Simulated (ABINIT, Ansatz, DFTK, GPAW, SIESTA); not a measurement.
Cost and result for the band gap of Al2O3

```cif
data_structure
_symmetry_space_group_name_H-M 'R-3c:H'
_symmetry_Int_Tables_number 167
_cell_length_a 4.7605
_cell_length_b 4.7605
_cell_length_c 12.9956
_cell_angle_alpha 90.000
_cell_angle_beta 90.000
_cell_angle_gamma 120.000
_cell_volume 255.05
loop_
_atom_site_label
_atom_site_type_symbol
_atom_site_symmetry_multiplicity
_atom_site_Wyckoff_symbol
_atom_site_fract_x
_atom_site_fract_y
_atom_site_fract_z
_atom_site_occupancy
Al1 Al 12 c 0.66667 0.33333 0.18549 1
O1 O 18 e 0.97335 0.64001 0.08333 1
```

| rung | level | program and potentials | cutoff (eV) | k mesh | task | core time | chip | band gap (eV) | notes |
| --- | --- | --- | --- | --- | --- | --- | --- | --- | --- |
| GGA | PBE | SIESTA, files PseudoDojo sr-pbe-0.4.1-standard, SZP (energy shift 0.05 Ry) | - | 7 × 7 × 7 | band structure | 41 s | Arm Neoverse V2 | 6.49 | atomic basis |
| GGA | PBE | Ansatz, PseudoDojo stringent (PBE files) | 1252 | 7 × 7 × 7 | band structure | 52 s | INTEL XEON PLATINUM 8581C Emerald Rapids | 6.26 | - |
| LDA | LDA | ABINIT, JTH PAW LDA v2.0 | 626 | 4 × 4 × 4 | single point | 83 s | Arm Neoverse N1 | 6.14 | - |
| model potential | GLLB-SC | GPAW, the program's PAW data sets (release 1.2.1) made for this functional | 600 | 6 × 6 × 6 | single point | 2.1 min | Intel Xeon Platinum 8488C Sapphire Rapids | 7.21 | - |
| LDA | LDA | ABINIT, JTH PAW LDA v2.0 | 626 | 6 × 6 × 6 | single point | 3.6 min | Arm Neoverse N1 | 6.14 | - |
| GGA | PBEsol | DFTK, PseudoDojo SR PBEsol 0.4.1 standard (PBEsol) | 1143 | 4 × 4 × 4 | band structure | 4.8 min | Intel Xeon 6975P-C Granite Rapids | 6.16 | - |
| GGA | PBE | SIESTA, files PseudoDojo sr-pbe-0.4.1-standard, sg15-pbe-1.2, DZP (energy shift 0.002 Ry; radii capped at 9.5 bohr) | - | 7 × 7 × 7 | band structure | 8.6 min | Arm Neoverse V2 | 6.24 | atomic basis |
| GGA | PBE | SIESTA, files PseudoDojo sr-pbe-0.4.1-standard, TZDP (energy shift 0.002 Ry; radii capped at 9.5 bohr) | - | 7 × 7 × 7 | band structure | 21 min | Arm Neoverse V2 | 6.25 | atomic basis |

Times are single runs on shared hosts and different chips, so they are rough; meshes, cutoffs and the tasks' sizes weigh on the time. All rows: no spin polarisation. Gaps are the least found on the k mesh or the band path, and a mesh can miss the band edges. The cell comes from a database and isn't always the measured one. Meshes differ between rows, which moves values too. All levels ran on this one cell, unrelaxed unless noted. Meshes are those of the run's cell of 10 atoms unless a note names another. Misses use the values as printed. Runs on faulty files, with rough fits or with known faults for this quantity aren't shown. No row holds spin-orbit coupling.

Measured: 8.7 eV (pmc:5906618, doi:10.1038/s41467-018-03885-7).

**Question.** Which of the timed runs without a coarse mesh or an atomic basis is the cheapest that comes within 0.3 eV of the measured band gap?

**Answer.** None of them does; the nearest misses by -1.49 eV. LDA and GGA gaps fall short mostly because these functionals lack the derivative discontinuity; the runs are for a static lattice, while measurements hold temperature and zero-point motion.
